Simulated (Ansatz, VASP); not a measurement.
# BP: VASP beside Ansatz

Aim: how closely do two programs agree when they are given the same cell, functional and k mesh? The cell is taken from a series of runs on this material, whose earlier steps may have relaxed, scaled, displaced or heated it; both programs get it as it stands.

Calculated with Ansatz 0.2.0; plane waves, with VASP 6.6.1 beside it; zone-centre phonons at LDA.

### Step 1. The structure

The structure is tetragonal, space group I-4m2 (No. 119). Conventional cell: a = 3.271 Å, b = 3.271 Å, c = 4.427 Å, α = 90.00°, β = 90.00°, γ = 90.00°. Nearest to B lie 4 P at 1.97 Å. P has 4 B at 1.97 Å nearest. Farther neighbours are not listed.

Coordinates:

```xyz
2
Lattice="0.0000 2.3126 2.2135 2.3126 0.0000 2.2135 2.3126 2.3126 0.0000" Properties=species:S:1:pos:R:3 pbc="T T T"
B     0.0000    0.0000    0.0000
P     3.4690    3.4690    3.3202
```

### Step 2. VASP: zone-centre phonons, LDA, pair 1

Second derivatives magnify differences that forces hide, and they need a tight electronic threshold.

Lines of VASP's logs that name or quote its potential files are left out, and so is its time.

The input, INCAR:

```
SYSTEM = BP
PREC = Accurate
ENCUT = 500
EDIFF = 1E-08
NELM = 120
ISMEAR = 0
SIGMA = 0.01
LREAL = .FALSE.
ALGO = Normal
GGA = PW92
NBANDS = 10
LORBIT = 11
LWAVE = .FALSE.
LCHARG = .FALSE.
ISIF = 2
IBRION = 8
LEPSILON = .TRUE.
LASPH = .TRUE.
GGA_COMPAT = .FALSE.
EFERMI = MIDGAP
KPAR = 2
```

The input, POSCAR:

```
BP
1.0
    0.0000000000      2.3126499566      2.2134588240
    2.3126499566      0.0000000000      2.2134588240
    2.3126499566      2.3126499566      0.0000000000
B P
1 1
Direct
    0.0000000000      0.0000000000      0.0000000000
    0.7500000000      0.7500000000      0.7500000000
```

The input, KPOINTS:

```
Automatic mesh
0
Gamma
12 12 12
0 0 0
```

Potentials, in the order of the species: B and P (LDA family, release 64).

On the command line:

```console
> mpirun -np 2 vasp_std
```

Numbers of over 12 decimals in the logs are rounded to 6 here.

What it wrote:

```text
[banner, memory and clock lines left out]
running    2 mpi-ranks, on    1 nodes
 distrk:  each k-point on    1 cores,    2 groups
 distr:  one band on    1 cores,    1 groups

 POSCAR found type information on POSCAR B P
 POSCAR found :  2 types and       2 ions
|                                                                             |
|               ----> ADVICE to this user running VASP <----                  |
|                                                                             |
|     You enforced a specific xc type in the INCAR file but a different       |
|     [... a line on the potential file left out ...]
|     I HOPE YOU KNOW WHAT YOU ARE DOING!                                     |
|                                                                             |

 LDA part: xc-table for (Slater(with rela. corr.)+PW92), standard interpolation
 POSCAR, INCAR and KPOINTS ok, starting setup
 FFT: planning ... GRIDC
 FFT: planning ... GRID_SOFT
 FFT: planning ... GRID
 WAVECAR not read
 entering main loop
       N       E                     dE             d eps       ncg     rms          rms(c)
DAV:   1     0.698214516153E+01    0.69821E+01   -0.39013E+03  3262   0.693E+02
DAV:   2    -0.145942563372E+02   -0.21576E+02   -0.20745E+02  4646   0.109E+02
DAV:   3    -0.151430361779E+02   -0.54878E+00   -0.54761E+00  3954   0.161E+01
DAV:   4    -0.151453897501E+02   -0.23536E-02   -0.23532E-02  4072   0.120E+00
DAV:   5    -0.151454016522E+02   -0.11902E-04   -0.11902E-04  3882   0.795E-02    0.717E+00
DAV:   6    -0.144739055054E+02    0.67150E+00   -0.16284E+00  3616   0.582E+00    0.380E+00
DAV:   7    -0.143667327148E+02    0.10717E+00   -0.24246E-01  4160   0.264E+00    0.126E+00
DAV:   8    -0.143540703523E+02    0.12662E-01   -0.33431E-02  3850   0.100E+00    0.226E-01
DAV:   9    -0.143540931613E+02   -0.22809E-04   -0.74879E-04  3728   0.201E-01    0.145E-01
DAV:  10    -0.143540906208E+02    0.25404E-05   -0.14718E-04  3638   0.725E-02    0.336E-02
DAV:  11    -0.143540925809E+02   -0.19601E-05   -0.46357E-06  4204   0.126E-02    0.343E-02
DAV:  12    -0.143540922134E+02    0.36753E-06   -0.19889E-06  3724   0.618E-03    0.629E-03
DAV:  13    -0.143540922215E+02   -0.81122E-08   -0.86487E-08  4034   0.183E-03
   1 F= -.14354092E+02 E0= -.14354092E+02  d E =0.000000E+00
 Linear response reoptimize wavefunctions to high precision
DAV:   1    -0.143540922192E+02    0.23307E-08   -0.10930E-08  3682   0.498E-04
DAV:   2    -0.143540922192E+02   -0.92086E-11   -0.24632E-10  1920   0.125E-04
 Linear response G [H, r] |phi>, progress :
  Direction:   1
       N       E                     dE             d eps       ncg     rms
RMM:   1    -0.402634727263E+02   -0.40263E+02   -0.60705E+01  8333   0.436E+01
RMM:   2    -0.311557280532E+02    0.91077E+01   -0.26003E+00  5334   0.109E+01
RMM:   3    -0.311402419141E+02    0.15486E-01   -0.37403E-02  5627   0.118E+00
RMM:   4    -0.311399441093E+02    0.29780E-03   -0.21039E-04  5782   0.150E-01
RMM:   5    -0.311399631390E+02   -0.19030E-04    0.27514E-05  5789   0.200E-02
RMM:   6    -0.311399662255E+02   -0.30865E-05    0.61070E-06  5932   0.310E-03
RMM:   7    -0.311399665483E+02   -0.32278E-06   -0.27717E-06  5777   0.567E-04
RMM:   8    -0.311399668815E+02   -0.33318E-06    0.95005E-07  5121   0.184E-04
RMM:   9    -0.311399669642E+02   -0.82755E-07   -0.51239E-06  4287   0.136E-04
RMM:  10    -0.311399668512E+02    0.11298E-06   -0.22605E-05  3882   0.135E-04
RMM:  11    -0.311399664930E+02    0.35824E-06   -0.30326E-05  3238   0.136E-04
RMM:  12    -0.311399672682E+02   -0.77516E-06   -0.73328E-05  2827   0.136E-04
 Linear response G [H, r] |phi>, progress :
  Direction:   2
       N       E                     dE             d eps       ncg     rms
RMM:   1    -0.325313815631E+02   -0.32531E+02   -0.14235E+01  8224   0.414E+01
RMM:   2    -0.269009137679E+02    0.56305E+01   -0.20517E+00  5294   0.967E+00
RMM:   3    -0.268894032885E+02    0.11510E-01   -0.33815E-02  5638   0.106E+00
RMM:   4    -0.268889367142E+02    0.46657E-03   -0.64844E-04  5833   0.136E-01
RMM:   5    -0.268889119587E+02    0.24756E-04   -0.42970E-05  5825   0.185E-02
RMM:   6    -0.268889092081E+02    0.27506E-05   -0.49492E-06  5977   0.288E-03
RMM:   7    -0.268889088033E+02    0.40480E-06    0.13077E-06  5765   0.525E-04
RMM:   8    -0.268889086507E+02    0.15256E-06    0.16553E-05  5130   0.165E-04
RMM:   9    -0.268889086428E+02    0.79015E-08   -0.32213E-06  4414   0.119E-04
RMM:  10    -0.268889086322E+02    0.10599E-07   -0.76496E-06  4078   0.118E-04
RMM:  11    -0.268889086546E+02   -0.22339E-07   -0.15975E-05  3432   0.118E-04
RMM:  12    -0.268889086623E+02   -0.77579E-08   -0.20672E-05  2851   0.119E-04
 Linear response G [H, r] |phi>, progress :
  Direction:   3
       N       E                     dE             d eps       ncg     rms
[...]
Linear response to external field (no local field effect), progress :
  Direction:   3
       N       E                     dE             d eps       ncg     rms          rms(c)
RMM:   1    -0.522175553187E+00   -0.52218E+00   -0.23087E+00  7341   0.295E+00
RMM:   2    -0.541246632781E+00   -0.19071E-01   -0.55211E-03  5305   0.456E-01
RMM:   3    -0.541296291176E+00   -0.49658E-04   -0.46188E-05  5450   0.391E-02
[...]
RMM:   1    -0.522177718182E+00   -0.52218E+00   -0.23087E+00 12675   0.295E+00
RMM:   2    -0.541246874913E+00   -0.19069E-01   -0.55240E-03  9126   0.456E-01    0.121E+00
RMM:   3    -0.525187062021E+00    0.16060E-01   -0.69855E-03  9330   0.471E-01    0.677E-01
RMM:   4    -0.538198927429E+00   -0.13012E-01   -0.64564E-03  9270   0.465E-01    0.117E-01
RMM:   5    -0.542736598585E+00   -0.45377E-02   -0.16126E-04  9378   0.842E-02    0.176E-02
RMM:   6    -0.542813949397E+00   -0.77351E-04   -0.18443E-06  9754   0.106E-02    0.879E-03
RMM:   7    -0.542891874890E+00   -0.77925E-04   -0.13886E-07  9649   0.281E-03    0.306E-04
RMM:   8    -0.542898867646E+00   -0.69928E-05   -0.30074E-09 10177   0.266E-04    0.160E-04
RMM:   9    -0.542899459381E+00   -0.59174E-06   -0.60741E-09  9176   0.160E-04    0.366E-05
RMM:  10    -0.542899447075E+00    0.12306E-07   -0.19000E-09  5804   0.337E-05    0.811E-06
 change of polarisation eV/A/(eV/A) component  3 :     0.359     0.090     1.025
 dielectric tensor                  component  3 :     2.744     0.692     8.835
 Linear response DOF=           4
 Linear response progress:
  Degree of freedom:   1/  4
       N       E                     dE             d eps       ncg     rms          rms(c)
RMM:   1    -0.456592852961E-01   -0.45659E-01   -0.68615E-03 23846   0.115E+00
RMM:   2    -0.416876427192E-01    0.39716E-02   -0.12502E-03 15044   0.246E-01    0.145E-01
RMM:   3    -0.416674035902E-01    0.20239E-04   -0.22002E-04 15713   0.868E-02    0.767E-02
RMM:   4    -0.420422563361E-01   -0.37485E-03   -0.20976E-04 15276   0.819E-02    0.953E-03
RMM:   5    -0.420126201197E-01    0.29636E-04   -0.16498E-06 16294   0.108E-02    0.110E-03
RMM:   6    -0.420142366724E-01   -0.16166E-05   -0.44774E-08 16365   0.133E-03    0.454E-04
RMM:   7    -0.420129553242E-01    0.12813E-05   -0.17396E-09 16564   0.332E-04    0.883E-05
RMM:   8    -0.420132831465E-01   -0.32782E-06   -0.79217E-10 16880   0.680E-05    0.188E-05
RMM:   9    -0.420132598338E-01    0.23313E-07    0.43570E-10 17435   0.212E-05    0.372E-06
RMM:  10    -0.420132838096E-01   -0.23976E-07    0.19457E-09 17228   0.844E-06    0.137E-06
RMM:  11    -0.420132766629E-01    0.71467E-08    0.46690E-10 15397   0.538E-06    0.198E-07
 first order change of Fermi-energy   0.14247E-04
 force on displaced ion       1 direction 1 : -17.850   0.000   0.000
 Born effective charge ion    1 direction 1 :  -0.458   0.000   0.000
 Linear response progress:
  Degree of freedom:   2/  4
       N       E                     dE             d eps       ncg     rms          rms(c)
RMM:   1    -0.445148200063E-01   -0.44515E-01   -0.35207E-03 13552   0.113E+00
RMM:   2    -0.415199640601E-01    0.29949E-02   -0.10787E-03  8829   0.233E-01    0.139E-01
RMM:   3    -0.415154291703E-01    0.45349E-05   -0.18678E-04  9100   0.821E-02    0.734E-02
RMM:   4    -0.418744103270E-01   -0.35898E-03   -0.18061E-04  8980   0.769E-02    0.950E-03
RMM:   5    -0.418513596638E-01    0.23051E-04   -0.17779E-06  9507   0.102E-02    0.138E-03
RMM:   6    -0.418509404953E-01    0.41917E-06   -0.58859E-08  9449   0.129E-03    0.385E-04
RMM:   7    -0.418489779809E-01    0.19625E-05   -0.64382E-09  9669   0.435E-04    0.953E-05
RMM:   8    -0.418491189363E-01   -0.14096E-06   -0.20919E-08  9901   0.694E-05    0.353E-05
RMM:   9    -0.418490598902E-01    0.59046E-07   -0.34820E-08 10024   0.232E-05    0.293E-06
RMM:  10    -0.418490758810E-01   -0.15991E-07    0.97254E-09  9333   0.708E-06    0.126E-06
RMM:  11    -0.418490693208E-01    0.65602E-08   -0.68701E-10  8455   0.506E-06    0.162E-07
 first order change of Fermi-energy   0.39332E-03
 force on displaced ion       1 direction 3 :  -0.000  -0.000 -18.120
 Born effective charge ion    1 direction 3 :   0.000   0.000  -0.509
 Linear response progress:
  Degree of freedom:   3/  4
       N       E                     dE             d eps       ncg     rms          rms(c)
RMM:   1    -0.443167338697E-01   -0.44317E-01    0.32645E-03 22401   0.145E+00
RMM:   2    -0.413317619421E-01    0.29850E-02   -0.92219E-04 14765   0.226E-01    0.149E-01
RMM:   3    -0.413423318338E-01   -0.10570E-04   -0.27094E-05 15828   0.375E-02    0.844E-02
RMM:   4    -0.416068069937E-01   -0.26448E-03   -0.25301E-05 15747   0.352E-02    0.772E-03
RMM:   5    -0.415786604535E-01    0.28147E-04   -0.98970E-07 16541   0.586E-03    0.379E-03
RMM:   6    -0.415727499977E-01    0.59105E-05   -0.29384E-09 16450   0.855E-04    0.224E-03
RMM:   7    -0.415726094766E-01    0.14052E-06    0.13278E-09 16567   0.430E-04    0.855E-05
RMM:   8    -0.415721858984E-01    0.42358E-06    0.60271E-09 16921   0.722E-05    0.399E-05
RMM:   9    -0.415720931645E-01    0.92734E-07    0.64125E-09 17285   0.244E-05    0.474E-06
RMM:  10    -0.415721098285E-01   -0.16664E-07    0.43380E-09 17468   0.949E-06    0.496E-06
RMM:  11    -0.415720987410E-01    0.11088E-07    0.90216E-09 15301   0.694E-06    0.437E-07
RMM:  12    -0.415720987504E-01   -0.93727E-11   -0.42229E-09  9531   0.574E-06    0.126E-07
 first order change of Fermi-energy   0.39665E-04
 force on displaced ion       2 direction 1 : -17.849   0.000   0.000
 Born effective charge ion    2 direction 1 :   0.454   0.000   0.000
 Linear response progress:
  Degree of freedom:   4/  4
       N       E                     dE             d eps       ncg     rms          rms(c)
RMM:   1    -0.432709229367E-01   -0.43271E-01    0.23873E-03 12963   0.142E+00
RMM:   2    -0.407420127882E-01    0.25289E-02   -0.83820E-04  8692   0.217E-01    0.141E-01
RMM:   3    -0.407200924371E-01    0.21920E-04   -0.17774E-05  9207   0.342E-02    0.804E-02
RMM:   4    -0.409330029602E-01   -0.21291E-03   -0.18829E-05  9176   0.321E-02    0.702E-03
RMM:   5    -0.409107739216E-01    0.22229E-04   -0.29299E-07  9619   0.457E-03    0.359E-03
RMM:   6    -0.409039912348E-01    0.67827E-05    0.38016E-08  9505   0.718E-04    0.186E-03
RMM:   7    -0.409034926727E-01    0.49856E-06   -0.29432E-08  9641   0.345E-04    0.610E-05
RMM:   8    -0.409033419439E-01    0.15073E-06   -0.12601E-07  9923   0.494E-05    0.132E-05
RMM:   9    -0.409032932274E-01    0.48717E-07   -0.26704E-08 10035   0.173E-05    0.539E-06
RMM:  10    -0.409033027895E-01   -0.95621E-08   -0.23713E-08  9950   0.801E-06    0.353E-06
 first order change of Fermi-energy   0.34651E-03
 force on displaced ion       2 direction 3 :   0.000   0.000 -18.121
 Born effective charge ion    2 direction 3 :   0.000   0.000   0.505
 Born effective charges drift removed
 Linear response finished
```

From OUTCAR (step 2):

```text
ion  position               nearest neighbor table
   1  0.000  0.000  0.000-   2 1.97   2 1.97   2 1.97   2 1.97
   2  0.750  0.750  0.750-   1 1.97   1 1.97   1 1.97   1 1.97

  LATTYP: Found a body centered tetragonal cell.
 ALAT       =     3.2705809336
 C/A-ratio  =     1.3535569790

 Subroutine GETGRP returns: Found  8 space group operations
 (whereof  8 operations were pure point group operations)

The static configuration has the point symmetry D_2d.

 Found    163 irreducible k-points:

   k-points           NKPTS =    163   k-points in BZ     NKDIM =    163   number of bands    NBANDS=     10

   dimension x,y,z NGX =    24 NGY =   24 NGZ =   24
   dimension x,y,z NGXF=    48 NGYF=   48 NGZF=   48

   ENCUT  =  500.0 eV  36.75 Ry    6.06 a.u.   5.84  5.84  5.96*2*pi/ulx,y,z

   NELECT =       8.0000    total number of electrons

 k-points in reciprocal lattice and weights: Automatic mesh
   0.00000000  0.00000000  0.00000000       0.001
   0.08333333 -0.00000000  0.00000000       0.005
   0.16666667  0.00000000  0.00000000       0.005
   0.25000000  0.00000000  0.00000000       0.005
   0.33333333  0.00000000  0.00000000       0.005
   0.41666667  0.00000000  0.00000000       0.005
   0.50000000  0.00000000  0.00000000       0.002
   0.08333333  0.08333333  0.00000000       0.001
   0.16666667  0.08333333  0.00000000       0.005
[...]
-0.33333333  0.16666667  0.50000000       0.002
  -0.25000000  0.25000000  0.50000000       0.001

 average (electrostatic) potential at core
       1 -30.1997       2 -82.4288

  Total       -1.6499746     -1.6499746     -0.0370972      0.0000000      0.0000000      0.0000000
  in kB     -111.6520222   -111.6520222     -2.5103288      0.0000000      0.0000000      0.0000000
  external PRESSURE =     -75.2714577 kB  Pullay stress =       0.0000000 kB

  energy-cutoff  :      500.00
  volume of cell :       23.68
      direct lattice vectors                 reciprocal lattice vectors
     0.000000000  2.312649957  2.213458824    -0.216202196  0.216202196  0.225890807
     2.312649957  0.000000000  2.213458824     0.216202196 -0.216202196  0.225890807
     2.312649957  2.312649957  0.000000000     0.216202196  0.216202196 -0.225890807

 POSITION                                       TOTAL-FORCE (eV/Angst)
 -----------------------------------------------------------------------------------
      0.00000      0.00000      0.00000         0.000000      0.000000     -0.000000
      3.46897      3.46897      3.32019        -0.000000     -0.000000      0.000000
 -----------------------------------------------------------------------------------
    total drift:                               -0.000000     -0.000000      0.000000

 MACROSCOPIC STATIC DIELECTRIC TENSOR (including local field effects in DFT)
 ------------------------------------------------------
           9.498756     0.000000     0.000000
           0.000000     9.498756     0.000000
           0.000000     0.000000     8.835231
 ------------------------------------------------------

 PIEZOELECTRIC TENSOR (including local field effects)  for field in x, y, z        (C/m^2)
          XX          YY          ZZ          XY          YZ          ZX
  --------------------------------------------------------------------------------
  x     0.00000     0.00000     0.00000     0.00000    -0.08170     0.00000
  y     0.00000    -0.00000     0.00000     0.00000     0.00000    -0.08170
  z     0.00000     0.00000     0.00000    -0.12276     0.00000     0.00000

 BORN EFFECTIVE CHARGES (including local field effects) (in |e|, cummulative output)
 ---------------------------------------------------------------------------------
 ion    1
    1    -0.45495     0.00000    -0.00000
    2    -0.00000    -0.45495    -0.00000
    3     0.00000     0.00000    -0.50735
 ion    2
    1     0.45495    -0.00000     0.00000
    2     0.00000     0.45495     0.00000
    3     0.00000     0.00000     0.50735

 Eigenvectors and eigenvalues of the dynamical matrix
 ----------------------------------------------------

   1 f  =   23.508027 THz   147.705291 2PiTHz  784.143384 cm-1    97.221345 meV
             X         Y         Z           dx          dy          dz
      0.000000  0.000000  0.000000     0.000000   -0.000000   -0.860966
      3.468975  3.468975  3.320188     0.000000   -0.000000    0.508663

   2 f  =   23.331765 THz   146.597803 2PiTHz  778.263906 cm-1    96.492383 meV
             X         Y         Z           dx          dy          dz
      0.000000  0.000000  0.000000     0.000000    0.860981   -0.000000
      3.468975  3.468975  3.320188     0.000000   -0.508638    0.000000

   3 f  =   23.331765 THz   146.597803 2PiTHz  778.263906 cm-1    96.492383 meV
             X         Y         Z           dx          dy          dz
      0.000000  0.000000  0.000000    -0.860981    0.000000    0.000000
      3.468975  3.468975  3.320188     0.508638    0.000000    0.000000

   4 f/i=    0.000232 THz     0.001456 2PiTHz    0.007728 cm-1     0.000958 meV
             X         Y         Z           dx          dy          dz
      0.000000  0.000000  0.000000     0.000000    0.000000    0.508663
      3.468975  3.468975  3.320188     0.000000    0.000000    0.860966

   5 f/i=    0.000444 THz     0.002789 2PiTHz    0.014804 cm-1     0.001835 meV
             X         Y         Z           dx          dy          dz
      0.000000  0.000000  0.000000    -0.508638    0.000000    0.000000
      3.468975  3.468975  3.320188    -0.860981    0.000000    0.000000

   6 f/i=    0.000444 THz     0.002789 2PiTHz    0.014804 cm-1     0.001835 meV
             X         Y         Z           dx          dy          dz
      0.000000  0.000000  0.000000     0.000000    0.508638   -0.000000
      3.468975  3.468975  3.320188     0.000000    0.860981   -0.000000

 MACROSCOPIC STATIC DIELECTRIC TENSOR IONIC CONTRIBUTION
 ------------------------------------------------------
           0.088621     0.000000     0.000000
           0.000000     0.088621     0.000000
           0.000000     0.000000     0.108563
 ------------------------------------------------------

 ELASTIC MODULI CONTR FROM IONIC RELAXATION (kBar)
 Direction    XX          YY          ZZ          XY          YZ          ZX
 --------------------------------------------------------------------------------
 XX           0.0000      0.0000      0.0000      0.0000      0.0000      0.0000
 YY           0.0000      0.0000      0.0000      0.0000      0.0000      0.0000
 ZZ           0.0000      0.0000      0.0000      0.0000      0.0000      0.0000
 XY           0.0000      0.0000      0.0000   -140.3417      0.0000      0.0000
 YZ           0.0000      0.0000      0.0000      0.0000   -118.1456      0.0000
 ZX           0.0000      0.0000      0.0000      0.0000      0.0000   -114.0315
 --------------------------------------------------------------------------------

 PIEZOELECTRIC TENSOR IONIC CONTR  for field in x, y, z        (C/m^2)
          XX          YY          ZZ          XY          YZ          ZX
  --------------------------------------------------------------------------------
  x     0.00000     0.00000     0.00000     0.00000     0.09628    -0.00000
  y     0.00000     0.00000     0.00000     0.00000     0.00000     0.09459
  z     0.00000     0.00000     0.00000     0.11615     0.00000     0.00000
```

(Continued in part 2 of 2.)

[Lines on the potential files, build, host, timing and source positions are cut from VASP's logs without a mark.]

[Logs are printed without paths, hosts, clocks, repeated set-up lines and the standing remarks that a program may print on its own settings, such as how far it seeks lower states.]

[Hosts, paths, dates, database ids (printed as entryN), source tags and the programs' standing remarks are cut or masked in the printed files.]
